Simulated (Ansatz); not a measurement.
# Ge (Cmcm) in Ansatz: single point with PBE

Aim: the single point of Ge with PBE.

Program: Ansatz 0.2.0. These are calculated values, not measurements. Logs are shortened: lines on timing, memory, paths and dates and some standing lists are left out, and cuts for length are marked.

## Step 1: The crystal as given

Symmetry: Cmcm, No. 63, orthorhombic system. Conventional cell: a = 2.976 Å, b = 5.189 Å, c = 4.728 Å, α = 90.00°, β = 90.00°, γ = 90.00°. Around Ge (site symmetry m2m) lie 12 Ge at 2.92 to 2.99 Å.

This isn't the form of Ge at room conditions, which is diamond.

## Step 2: Single point, PBE

input.yaml

```yaml
crystal:
  lattice:
    - [1.488052925, -2.59468961, 0.0]
    - [1.488052925, 2.59468961, 0.0]
    - [0.0, 0.0, 4.72759579]
  atoms:
    - { symbol: Ge, position: [0.33344663, 0.66655337, 0.25] }
    - { symbol: Ge, position: [0.66655337, 0.33344663, 0.75] }
kpoints:
  mp_grid: { grid: [6, 6, 4] }
scf:
  occupations: { method: fermi_dirac, width: 0.03 }
hamiltonian:
  xc: pbe
  pseudopotentials: { kind: all_electron, lapw: { basis_error: 0.002 } }
output:
  forces: true
  stress: true
  eigenvalues: true
```

Potentials or basis: all-electron LAPW, scalar-relativistic.

Command:

```console
ansatz run input.yaml --threads 1 --pin off --max-ram 3072MiB --backend cpu --events-out ev --progress --plain --runs-dir out
```

Standard output:

```text
Warning: RAYON_NUM_THREADS=1 ignored (pool sized by the plan → 1); use --threads N
LAPW: plane waves up to 6.914 Å⁻¹, error target 2.0e-3 eV per atom; small_component_spin mean_spin; Ge in spheres of 1.462 Å, 22 of its electrons in bands, Dirac shells [] (how accurate: hamiltonian.pseudopotentials.lapw.basis_error, Limitations)
Engine: ansatz 0.2.0, aarch64-unknown-linux-gnu
Pseudopotentials: kind: all_electron
Pseudopotential: Ge, LAPW, valence charge 22, lapw/all_electron/scalar/gaussian/Ge, Koelling and Harmon's equation, gaussian nucleus
Functional definition: PBE
  parameter kappa = 0.804
  parameter beta = 0.06672455060314922
  exchange = pbe_x(kappa = kappa, mu = beta*pi^2/3)
  correlation = pbe_c(beta = beta)
Crystal: 2 atoms, lattice volume = 36.507 Å³
Basis set: ecut = 182.14008033565332 eV, 197 PW (Γ), exchange–correlation at level 2
Bands: 27, of which v1, the nominal top of the filled ones, is band 22 counted from 1 (21 counted from 0)
Symmetry: 8 space group operations
Space group: Cmcm (ITA 63), of the structure as read, at distance tolerance 3.3e-5 Å
k-points: 39 of 144
Non-local potential: Ge, projectors of the file, none
Initial density: superposition of atomic densities (chi_scale 0.1, normalization cell)
Initial wavefunctions: plane waves of lowest kinetic energy (no species holds an atomic orbital)
Functional: x = pbe(κ = 0.804, μ = 0.2195149727645171), c = pbe(β = 0.06672455060314922)
iter 1 solved again at ethr=1.88e-5 eV; its pass at ethr=1.00e-1 eV (dr2=8.28e-3 eV) is discarded
SCF iter   1: F=—  HF=-114231.919290 eV  |F-HF|=—  |Δ(HF+E_count)|=         —  Δρ=6.00e-3  dr2=8.32e-3  ethr=1.88e-5  ⟨swp⟩=3.4  Hψ=7352  notcnv=0
preconditioner: auto → Kerker (q_TF=auto, 2.815 Å⁻¹)  [metal: Δε(μ)=0.010 eV  Ē_g=23.956 eV  σ=0.030 eV  W_gap=0.08  n_scr=22 (ndim 8)  ℏωp=32.5 eV  f_vac=0.000  D(μ)=1.39/eV (n_scr^D=8)]
SCF iter   2: F=—  HF=-114231.892960 eV  |F-HF|=—  |Δ(HF+E_count)|=   2.63e-2  Δρ=3.64e-3  dr2=3.93e-3  ethr=1.88e-5  ⟨swp⟩=2.1  Hψ=3221  notcnv=0
SCF iter   3: F=—  HF=-114231.889682 eV  |F-HF|=—  |Δ(HF+E_count)|=   3.28e-3  Δρ=2.26e-3  dr2=1.77e-3  ethr=8.92e-6  ⟨swp⟩=2.0  Hψ=3158  notcnv=0
SCF iter   4: F=—  HF=-114231.889154 eV  |F-HF|=—  |Δ(HF+E_count)|=   5.28e-4  Δρ=1.13e-3  dr2=5.38e-4  ethr=4.03e-6  ⟨swp⟩=2.1  Hψ=3166  notcnv=0
iter 5 solved again at ethr=2.11e-8 eV; its pass at ethr=1.22e-6 eV (dr2=9.28e-6 eV) is discarded
SCF iter   5: F=—  HF=-114231.889176 eV  |F-HF|=—  |Δ(HF+E_count)|=   2.15e-5  Δρ=1.54e-4  dr2=9.22e-6  ethr=2.11e-8  ⟨swp⟩=2.1  Hψ=5320  notcnv=0
SCF iter   6: F=—  HF=-114231.889175 eV  |F-HF|=—  |Δ(HF+E_count)|=   3.09e-7  Δρ=3.81e-5  dr2=3.60e-7  ethr=2.10e-8  ⟨swp⟩=2.0  Hψ=3162  notcnv=0
SCF iter   7: F=-114231.889176 eV  HF=-114231.889176 eV  |F-HF|=2.92e-9  |Δ(HF+E_count)|=   2.17e-7  Δρ=7.53e-6  dr2=2.16e-8  ethr=8.17e-10  ⟨swp⟩=3.0  Hψ=3298  notcnv=0
SCF 1 converged in 7 iterations: F = -114231.889176 eV  dr2 = 2.16e-8
SCF converged after 7 iterations
Free energy (F): -114231.889176 eV
Harris-Foulkes:  -114231.889176 eV  (|F-HF|=2.92e-9)
Internal energy: -114231.885649 eV  (E = F + TS)
E sigma→0 (E₀):  -114231.887413 eV
Entropy (-TS):   -0.003526 eV (-1.763 meV/atom)
Fermi energy:    13.567257 eV
--- Per-component energies (eV) ---
  E_band       = -1937.863314
  E_kinetic    = 116629.116058
  E_xc         = -4340.122445
  E_electrostatic = -226520.879262  (all electrons and nuclei)
  E_smearing   = -0.003526  (= −TS)
  E_closure    = 0.000000  (closes the sum)
  E_atoms      = -114223.599835  (free atoms, spherical and without spin; not in F)
  Σ components = -114231.889176   (vs F -114231.889176, Δ=0.00e0)
  Basis errors (estimates in eV, not in F): energy 4.5e-4 per atom: plane waves 4.5e-4 (2.3e-4 summed), levels above the bands 1.2e-120, relativity 1.9e-8, radial functions 8.8e-6, core shells 8.1e-12; eigenvalues (radial functions only) 1.6e-5; not estimated: angular momenta, meshes, grids; target (lapw.basis_error) 2.0e-3; muffin-tin radii Ge 1.462 Å
--- Forces (eV/Å), atoms counted from 1 ---
  atom   1  Ge     0.00000000     0.00232982     0.00000000
  atom   2  Ge     0.00000000    -0.00232982     0.00000000
  max |Σ_I F_I| component: 0.00e0 eV/Å
--- Stress (GPa, compression-positive) ---
        1.445018       0.000000       0.000000
        0.000000       0.964025       0.000000
        0.000000       0.000000       7.316591
  P = ⅓ Tr σ = 3.2419 GPa (32.419 kbar)
--- Band table (eV; the first three rows and the last of 39) ---
  k-point 0: bands = ["-150.4945", "-150.4944", "-97.6293", "-97.6289", "-97.6284", "-97.6281", "-97.6179", "-97.6160", "-11.4222", "-11.4184", "-11.4147", "-11.4100", "-11.4090", "-11.4060", "-11.3921", "-11.3909", "-11.3179", "-11.3167", "-0.1033", "5.7873", "7.7364", "19.8736", "19.9894", "21.9495", "22.0670", "23.3872", "24.6372"]
  k-point 1: bands = ["-150.4945", "-150.4944", "-97.6292", "-97.6289", "-97.6284", "-97.6281", "-97.6176", "-97.6162", "-11.4263", "-11.4229", "-11.4194", "-11.4154", "-11.4121", "-11.4105", "-11.3722", "-11.3707", "-11.3240", "-11.3228", "0.3158", "3.6421", "10.6928", "20.0738", "20.1997", "20.3122", "21.7566", "21.8698", "24.9668"]
  k-point 2: bands = ["-150.4944", "-150.4944", "-97.6291", "-97.6291", "-97.6282", "-97.6282", "-97.6169", "-97.6169", "-11.4255", "-11.4255", "-11.4222", "-11.4222", "-11.4140", "-11.4140", "-11.3435", "-11.3435", "-11.3421", "-11.3421", "1.5733", "1.5733", "15.1451", "15.1451", "21.0173", "21.0173", "21.1292", "21.1292", "25.9455"]
  k-point 38: bands = ["-150.4944", "-150.4944", "-97.6301", "-97.6301", "-97.6285", "-97.6285", "-97.6168", "-97.6168", "-11.4501", "-11.4501", "-11.4325", "-11.4325", "-11.3679", "-11.3679", "-11.3217", "-11.3217", "-11.3126", "-11.3126", "6.2018", "6.2018", "8.3079", "8.3079", "17.5205", "17.5205", "18.3623", "18.3623", "21.9924"]
```

Run time: 6.7 s. Hardware: 1 thread of Arm Neoverse V1, shared host; peak memory 0.25 GiB.

Results:

* Free energy: -114231.8892 eV
* Pressure: 3.2 GPa
* Band gap on the k mesh: none (metal or under the smearing width)

Forces in eV/Å, atoms in the order of the input:
```
Ge   0.000  0.002  0.000
Ge   0.000 -0.002  0.000
```

Levels at points of the mesh, in eV from the Fermi level:
```tsv
k point	band 19	band 20	band 21	band 22	band 23	band 24	band 25	band 26
(0.00, 0.00, 0.00)	-13.67	-7.78	-5.83	6.31	6.42	8.38	8.50	9.82
(0.00, 0.00, -0.50)	-11.99	-11.99	1.58	1.58	7.45	7.45	7.56	7.56
(0.00, -0.50, 0.00)	-8.74	-7.41	-2.57	-1.57	-1.18	1.13	2.14	6.11
(0.00, -0.50, -0.50)	-7.29	-7.29	-5.23	-5.23	3.80	3.80	4.77	4.77
(-0.50, -0.50, 0.00)	-8.81	-7.45	-2.61	-1.59	-1.25	1.10	2.29	6.25
(-0.50, -0.50, -0.50)	-7.37	-7.37	-5.26	-5.26	3.95	3.95	4.80	4.80
```

Caveat: the k mesh is coarse (spacing up to 0.41 Å⁻¹), so the values aren't converged; the k mesh is thin for a metal, which can move the energy by tens of meV per atom.
